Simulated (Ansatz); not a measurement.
Input and output for AlCo (begun as NiAs type, now distorted NiAs): DFT, PBE, norm-conserving pseudopotentials, Ansatz's default files, scalar-relativistic (Ansatz 0.2.0). This run: the series' base cell.

The cell comes from a relaxation on PAW files under the same functional, begun from a prototype that needn't be the stable phase.

Command: `ansatz run input.yaml --threads 1 --pin off --max-ram 3072MiB --backend cpu --events-out ev --progress --plain --runs-dir out` It took 9.7 s on 1 thread of Intel(R) Xeon(R) Platinum 8488C (Sapphire Rapids), with other jobs on the host, peak memory 0.55 GiB.

```yaml
crystal:
  lattice:
    - [2.7294172933, 0.0, 0.0]
    - [-1.3647086466, 2.3637447135, 0.0]
    - [0.0, 0.0, 7.5731822471]
  atoms:
    - { symbol: Co, position: [0.0, 0.0, 0.0] }
    - { symbol: Co, position: [0.0, 0.0, 0.5] }
    - { symbol: Al, position: [0.3333333333, 0.6666666667, 0.25] }
    - { symbol: Al, position: [0.6666666667, 0.3333333333, 0.75] }
kpoints:
  mp_grid: { grid: [10, 10, 6] }
scf:
  occupations: { method: fermi_dirac, width: 0.05 }
hamiltonian:
  xc: pbe
  pseudopotentials: { kind: nc }
output:
  forces: true
  stress: true
  eigenvalues: true
```

Output:

```
Engine: ansatz 0.2.0
Pseudopotentials: kind: nc
Pseudopotential: Co, nc, valence charge 17, recommended cutoff 1306.14654 eV (normal), Co.nc.azcp (PseudoDojo's, or run here from an input of PseudoDojo's: the run reads no file of this project's for it)
Pseudopotential: Al, nc, valence charge 3, recommended cutoff 544.227725 eV (normal), Al.nc.azcp
Functional definition: PBE
  parameter kappa = 0.804
  parameter beta = 0.06672455060314922
  exchange = pbe_x(kappa = kappa, mu = beta*pi^2/3)
  correlation = pbe_c(beta = beta)
Crystal: 4 atoms, lattice volume = 48.859 Å³
Basis set: ecut = 1306.14654 eV, 5169 PW (Γ), exchange–correlation on 72×72×180 points (8 copies of the dense FFT grid, shifted against one another)
Bands: 24, of which v1, the nominal top of the filled ones, is band 20 counted from 1 (19 counted from 0)
Symmetry: 24 space group operations
Space group: P63/mmc (ITA 194), of the structure as read, at distance tolerance 3.7e-5 Å
k-points: 56 of 600
Non-local potential: Co, projectors of the file, l = 0: 2, l = 1: 2, l = 2: 2
Non-local potential: Al, projectors of the file, l = 0: 2, l = 1: 2, l = 2: 2
Initial density: superposition of atomic densities (chi_scale 0.1, normalization cell, long waves kept (reshape's long-wave potential 0.00 eV rms))
Initial wavefunctions: pseudopotential atomic-orbital guess
Functional: x = pbe(κ = 0.804, μ = 0.2195149727645171), c = pbe(β = 0.06672455060314922)
SCF iter   1: F=—  HF=-8665.083123 eV  |F-HF|=—  |Δ(HF+E_count)|=         —  Δρ=7.08e-2  dr2=2.85e0  ethr=3.10e-3  ⟨swp⟩=6.5  Hψ=6169  notcnv=0
preconditioner: auto → none  [metal: Δε(μ)=0.059 eV  Ē_g=5.427 eV  σ=0.050 eV  W_gap=0.28  n_scr=6 (ndim 8)  ℏωp=26.0 eV  f_vac=0.000  D(μ)=3.71/eV (n_scr^D=50)  sad-step TF]
SCF iter   2: F=—  HF=-8664.759093 eV  |F-HF|=—  |Δ(HF+E_count)|=   3.24e-1  Δρ=6.44e-2  dr2=1.05e0  ethr=3.10e-3  ⟨swp⟩=2.9  Hψ=2423  notcnv=0
SCF iter   3: F=—  HF=-8664.527003 eV  |F-HF|=—  |Δ(HF+E_count)|=   2.32e-1  Δρ=1.93e-2  dr2=1.74e-1  ethr=2.61e-3  ⟨swp⟩=2.3  Hψ=2302  notcnv=0
SCF iter   4: F=—  HF=-8664.483999 eV  |F-HF|=—  |Δ(HF+E_count)|=   4.30e-2  Δρ=7.04e-3  dr2=2.12e-2  ethr=4.35e-4  ⟨swp⟩=2.2  Hψ=1763  notcnv=0
SCF iter   5: F=—  HF=-8664.477510 eV  |F-HF|=—  |Δ(HF+E_count)|=   6.49e-3  Δρ=1.61e-3  dr2=1.36e-3  ethr=5.29e-5  ⟨swp⟩=1.8  Hψ=1722  notcnv=0
SCF iter   6: F=—  HF=-8664.477200 eV  |F-HF|=—  |Δ(HF+E_count)|=   3.10e-4  Δρ=2.41e-4  dr2=1.21e-5  ethr=3.40e-6  ⟨swp⟩=2.2  Hψ=1931  notcnv=0
SCF iter   7: F=—  HF=-8664.477039 eV  |F-HF|=—  |Δ(HF+E_count)|=   1.61e-4  Δρ=4.38e-5  dr2=7.48e-7  ethr=3.03e-8  ⟨swp⟩=2.1  Hψ=2301  notcnv=0
SCF iter   8: F=-8664.477039 eV  HF=-8664.477039 eV  |F-HF|=4.71e-9  |Δ(HF+E_count)|=   9.99e-8  Δρ=4.55e-6  dr2=6.31e-9  ethr=2.50e-10  ⟨swp⟩=7.3  Hψ=6866  notcnv=0
SCF 1 converged in 8 iterations: F = -8664.477039 eV  dr2 = 6.31e-9
SCF converged after 8 iterations
Free energy (F): -8664.477039 eV
Harris-Foulkes:  -8664.477039 eV  (|F-HF|=4.71e-9)
Internal energy: -8664.439385 eV  (E = F + TS)
E sigma→0 (E₀):  -8664.458212 eV
Entropy (-TS):   -0.037654 eV (-9.413 meV/atom)
Fermi energy:    13.592836 eV
--- Per-component energies (eV) ---
  E_band       = -593.348672
  E_kinetic    = 3742.242956
  E_local      = -8174.544915  (includes V_loc(G=0)·N_el)
  E_nonlocal   = -1001.529777
  E_hartree    = 3023.742397
  E_xc         = -1796.428263
  E_vxc        = -1206.994813  (∫ρ·V_xc dr)
  E_ewald      = -4457.921783
  E_smearing   = -0.037654  (= −TS)
  E_closure    = -0.000000  (closes the sum)
  Σ components = -8664.477039   (vs F -8664.477039, Δ=0.00e0)
--- Forces (eV/Å), atoms counted from 1 ---
  atom   1  Co     0.00000000    -0.00000000     0.00000000
  atom   2  Co    -0.00000000     0.00000000     0.00000000
  atom   3  Al    -0.00000000     0.00000000     0.00000000
  atom   4  Al     0.00000000    -0.00000000     0.00000000
  max |Σ_I F_I| component: 9.25e-18 eV/Å
--- Stress (GPa, compression-positive) ---
       -0.003443      -0.000000       0.000000
        0.000000      -0.003443       0.000000
        0.000000       0.000000      -0.071810
  P = ⅓ Tr σ = -0.0262 GPa (-0.262 kbar)
--- Band table (eV; the first three rows and the last of 56) ---
  k-point 0: bands = ["-81.0145", "-81.0144", "-44.2839", "-44.2839", "-44.2839", "-44.2839", "-44.2280", "-44.2263", "2.8730", "4.6978", "6.6387", "10.3847", "11.9454", "12.2652", "12.2652", "12.2781", "12.2781", "12.5004", "12.9727", "12.9727", "13.0821", "13.0821", "17.5160", "24.0703"]
  k-point 1: bands = ["-81.0145", "-81.0144", "-44.2839", "-44.2839", "-44.2839", "-44.2839", "-44.2279", "-44.2264", "2.9449", "4.4372", "7.0058", "10.1780", "11.9480", "12.2661", "12.2661", "12.2772", "12.2772", "12.3548", "12.9799", "12.9799", "13.0746", "13.0746", "17.9682", "23.4396"]
  k-point 2: bands = ["-81.0144", "-81.0144", "-44.2839", "-44.2839", "-44.2839", "-44.2839", "-44.2276", "-44.2268", "3.1580", "3.9538", "7.7963", "9.5724", "11.9622", "12.1324", "12.2684", "12.2684", "12.2749", "12.2749", "12.9996", "12.9996", "13.0542", "13.0542", "19.0883", "22.0728"]
  k-point 55: bands = ["-81.0028", "-81.0028", "-44.3571", "-44.3571", "-44.3397", "-44.3397", "-44.2134", "-44.2134", "9.5297", "9.5297", "10.6997", "10.6997", "10.8809", "10.8809", "11.3405", "11.3405", "11.7668", "11.7668", "14.2242", "14.2242", "14.8262", "14.8262", "15.9159", "15.9159"]
```

Next run (volume at 0.94 of the series' base cell), as changes to the input before:

```diff
   lattice:
-    - [2.7294172933, 0.0, 0.0]
-    - [-1.3647086466, 2.3637447135, 0.0]
-    - [0.0, 0.0, 7.5731822471]
+    - [2.6640195362, 0.0, 0.0]
+    - [-1.3320097681, 2.3071085945, 0.0]
+    - [0.0, 0.0, 7.4725930008]
   atoms:
```

Results part of the output:

```
SCF 1 converged in 8 iterations: F = -8664.381099 eV  dr2 = 1.81e-8
SCF converged after 8 iterations
Free energy (F): -8664.381099 eV
Harris-Foulkes:  -8664.381099 eV  (|F-HF|=1.55e-8)
Internal energy: -8664.345349 eV  (E = F + TS)
E sigma→0 (E₀):  -8664.363224 eV
Entropy (-TS):   -0.035750 eV (-8.938 meV/atom)
Fermi energy:    14.669877 eV
--- Per-component energies (eV) ---
  E_band       = -555.867504
  E_kinetic    = 3745.322903
  E_local      = -8047.756091  (includes V_loc(G=0)·N_el)
  E_nonlocal   = -999.350479
  E_hartree    = 2977.889067
  E_xc         = -1798.620924
  E_vxc        = -1209.849422  (∫ρ·V_xc dr)
  E_ewald      = -4541.829825
  E_smearing   = -0.035750  (= −TS)
  E_closure    = 0.000000  (closes the sum)
  Σ components = -8664.381099   (vs F -8664.381099, Δ=0.00e0)
--- Forces (eV/Å), atoms counted from 1 ---
  atom   1  Co    -0.00000000     0.00000000     0.00000000
  atom   2  Co    -0.00000000     0.00000000     0.00000000
  atom   3  Al    -0.00000000    -0.00000000     0.00000000
  atom   4  Al     0.00000000     0.00000000     0.00000000
  max |Σ_I F_I| component: 2.31e-18 eV/Å
--- Stress (GPa, compression-positive) ---
       11.129491       0.000000       0.000000
        0.000000      11.129491       0.000000
        0.000000       0.000000      11.042392
  P = ⅓ Tr σ = 11.1005 GPa (111.005 kbar)
--- Band table (eV; the first three rows and the last of 56) ---
  k-point 0: bands = ["-80.0191", "-80.0190", "-43.2806", "-43.2806", "-43.2806", "-43.2806", "-43.2336", "-43.2313", "3.5043", "5.3928", "7.3590", "11.1519", "12.8219", "13.2139", "13.2139", "13.2243", "13.2243", "13.3776", "14.0092", "14.0092", "14.1205", "14.1205", "18.6842", "25.1802"]
  k-point 1: bands = ["-80.0191", "-80.0190", "-43.2806", "-43.2806", "-43.2806", "-43.2806", "-43.2334", "-43.2314", "3.5786", "5.1220", "7.7366", "10.9447", "12.8249", "13.2146", "13.2146", "13.2236", "13.2236", "13.2375", "14.0165", "14.0165", "14.1128", "14.1128", "19.1295", "24.5675"]
  k-point 2: bands = ["-80.0191", "-80.0190", "-43.2806", "-43.2806", "-43.2806", "-43.2806", "-43.2330", "-43.2319", "3.7989", "4.6216", "8.5443", "10.3390", "12.8405", "13.0172", "13.2166", "13.2166", "13.2218", "13.2218", "14.0365", "14.0365", "14.0921", "14.0921", "20.2418", "23.2180"]
  k-point 55: bands = ["-80.0025", "-80.0025", "-43.3771", "-43.3771", "-43.3540", "-43.3540", "-43.2138", "-43.2138", "10.3914", "10.3914", "11.5859", "11.5859", "11.7616", "11.7616", "12.2373", "12.2373", "12.6435", "12.6435", "15.3383", "15.3383", "15.9591", "15.9591", "17.2209", "17.2209"]
```

Next run (volume at 0.8 of the series' base cell), as changes to the input before:

```diff
   lattice:
-    - [2.6640195362, 0.0, 0.0]
-    - [-1.3320097681, 2.3071085945, 0.0]
-    - [0.0, 0.0, 7.4725930008]
+    - [2.5063649354, 0.0, 0.0]
+    - [-1.2531824677, 2.1705757052, 0.0]
+    - [0.0, 0.0, 7.1848823452]
   atoms:
```

Command: `ansatz run input.yaml --threads 1 --pin off --max-ram 3072MiB --backend cpu --events-out ev --progress --plain --runs-dir out` It took 8.1 s on 1 thread of Intel(R) Xeon(R) Platinum 8488C (Sapphire Rapids), on a shared host, peak memory 0.49 GiB.

Results part of the output:

```
SCF 1 converged in 8 iterations: F = -8663.053142 eV  dr2 = 3.47e-9
SCF converged after 8 iterations
Free energy (F): -8663.053142 eV
Harris-Foulkes:  -8663.053142 eV  (|F-HF|=1.33e-9)
Internal energy: -8663.022530 eV  (E = F + TS)
E sigma→0 (E₀):  -8663.037836 eV
Entropy (-TS):   -0.030613 eV (-7.653 meV/atom)
Fermi energy:    17.770842 eV
--- Per-component energies (eV) ---
  E_band       = -448.099510
  E_kinetic    = 3757.175862
  E_local      = -7704.460828  (includes V_loc(G=0)·N_el)
  E_nonlocal   = -993.496174
  E_hartree    = 2855.539008
  E_xc         = -1805.207705
  E_vxc        = -1218.400124  (∫ρ·V_xc dr)
  E_ewald      = -4772.572692
  E_smearing   = -0.030613  (= −TS)
  E_closure    = -0.000000  (closes the sum)
  Σ components = -8663.053142   (vs F -8663.053142, Δ=0.00e0)
--- Forces (eV/Å), atoms counted from 1 ---
  atom   1  Co    -0.00000000    -0.00000000    -0.00000000
  atom   2  Co    -0.00000000     0.00000000     0.00000000
  atom   3  Al    -0.00000000     0.00000000    -0.00000000
  atom   4  Al     0.00000000    -0.00000000     0.00000000
  max |Σ_I F_I| component: 9.25e-18 eV/Å
--- Stress (GPa, compression-positive) ---
       57.034171       0.000000      -0.000000
       -0.000000      57.034171       0.000000
       -0.000000       0.000000      56.844960
  P = ⅓ Tr σ = 56.9711 GPa (569.711 kbar)
--- Band table (eV; the first three rows and the last of 56) ---
  k-point 0: bands = ["-77.1580", "-77.1577", "-40.3876", "-40.3828", "-40.3805", "-40.3805", "-40.3805", "-40.3805", "5.3948", "7.4913", "9.5063", "13.3616", "15.3313", "15.9209", "15.9209", "15.9249", "15.9249", "16.0232", "16.9791", "16.9791", "17.1001", "17.1001", "22.1393", "28.4449"]
  k-point 1: bands = ["-77.1580", "-77.1577", "-40.3873", "-40.3831", "-40.3805", "-40.3805", "-40.3805", "-40.3805", "5.4770", "7.1854", "9.9179", "13.1687", "15.3377", "15.8727", "15.9212", "15.9212", "15.9247", "15.9247", "16.9870", "16.9870", "17.0918", "17.0918", "22.5734", "27.8925"]
  k-point 2: bands = ["-77.1579", "-77.1578", "-40.3864", "-40.3840", "-40.3805", "-40.3805", "-40.3805", "-40.3805", "5.7203", "6.6290", "10.7756", "12.5928", "15.3653", "15.6121", "15.9220", "15.9220", "15.9240", "15.9240", "17.0087", "17.0087", "17.0692", "17.0692", "23.6728", "26.6122"]
  k-point 55: bands = ["-77.1196", "-77.1196", "-40.5697", "-40.5697", "-40.5240", "-40.5240", "-40.3462", "-40.3462", "12.8466", "12.8466", "14.1010", "14.1010", "14.2925", "14.2925", "14.8151", "14.8151", "15.1451", "15.1451", "18.5441", "18.5441", "19.2182", "19.2182", "20.9691", "20.9691"]
```

Next run (volume at 0.55 of the series' base cell), as changes to the input before:

```diff
   lattice:
-    - [2.5063649354, 0.0, 0.0]
-    - [-1.2531824677, 2.1705757052, 0.0]
-    - [0.0, 0.0, 7.1848823452]
+    - [2.1983355088, 0.0, 0.0]
+    - [-1.0991677544, 1.9038143967, 0.0]
+    - [0.0, 0.0, 6.4208574102]
   atoms:
```

Command: `ansatz run input.yaml --threads 1 --pin off --max-ram 3072MiB --backend cpu --events-out ev --progress --plain --runs-dir out` It took 6.6 s on 1 thread of Intel(R) Xeon(R) Platinum 8488C (Sapphire Rapids) (shared host), peak memory 0.43 GiB.

Results part of the output:

```
SCF 1 converged in 8 iterations: F = -8650.765708 eV  dr2 = 8.92e-10
SCF converged after 8 iterations
Free energy (F): -8650.765708 eV
Harris-Foulkes:  -8650.765708 eV  (|F-HF|=3.75e-10)
Internal energy: -8650.747500 eV  (E = F + TS)
E sigma→0 (E₀):  -8650.756604 eV
Entropy (-TS):   -0.018208 eV (-4.552 meV/atom)
Fermi energy:    27.003393 eV
--- Per-component energies (eV) ---
  E_band       = -130.702853
  E_kinetic    = 3815.244026
  E_local      = -6824.915631  (includes V_loc(G=0)·N_el)
  E_nonlocal   = -981.060819
  E_hartree    = 2552.904744
  E_xc         = -1826.433715
  E_vxc        = -1245.777762  (∫ρ·V_xc dr)
  E_ewald      = -5386.486105
  E_smearing   = -0.018208  (= −TS)
  E_closure    = 0.000000  (closes the sum)
  Σ components = -8650.765708   (vs F -8650.765708, Δ=0.00e0)
--- Forces (eV/Å), atoms counted from 1 ---
  atom   1  Co     0.00000000     0.00000000     0.00000000
  atom   2  Co     0.00000000     0.00000000     0.00000000
  atom   3  Al     0.00000000     0.00000000     0.00000000
  atom   4  Al     0.00000000    -0.00000000    -0.00000000
  max |Σ_I F_I| component: 2.78e-17 eV/Å
--- Stress (GPa, compression-positive) ---
      336.363240       0.000000      -0.000000
        0.000000     336.363240      -0.000000
       -0.000000      -0.000000     336.334125
  P = ⅓ Tr σ = 336.3535 GPa (3363.535 kbar)
--- Band table (eV; the first three rows and the last of 56) ---
  k-point 0: bands = ["-68.8089", "-68.8050", "-32.2145", "-32.1831", "-31.7126", "-31.7126", "-31.7125", "-31.7125", "11.5810", "14.4200", "16.4776", "19.8918", "22.7083", "23.7554", "23.7554", "23.7737", "23.7737", "24.7497", "25.5951", "25.5951", "25.7782", "25.7782", "32.8488", "38.4355"]
  k-point 1: bands = ["-68.8087", "-68.8052", "-32.2124", "-32.1852", "-31.7126", "-31.7126", "-31.7125", "-31.7125", "11.6915", "13.9850", "16.9843", "19.7885", "22.7573", "23.7568", "23.7568", "23.7726", "23.7726", "24.4709", "25.6069", "25.6069", "25.7655", "25.7655", "33.2813", "38.0594"]
  k-point 2: bands = ["-68.8079", "-68.8060", "-32.2066", "-32.1910", "-31.7126", "-31.7126", "-31.7125", "-31.7125", "12.0179", "13.2320", "17.9195", "19.4446", "22.9300", "23.7604", "23.7604", "23.7695", "23.7695", "23.8609", "25.6394", "25.6394", "25.7309", "25.7309", "34.3681", "37.0650"]
  k-point 55: bands = ["-68.6069", "-68.6069", "-32.4302", "-32.4302", "-32.2546", "-32.2546", "-32.0306", "-32.0306", "19.9447", "19.9447", "21.4371", "21.4371", "21.7126", "21.7126", "22.3877", "22.3877", "22.4625", "22.4625", "28.0784", "28.0784", "28.8976", "28.8976", "31.9890", "31.9890"]
```

Spin polarisation is left out, though a magnetic state may lie lower. The norm-conserving files are those that the library serves for this functional.
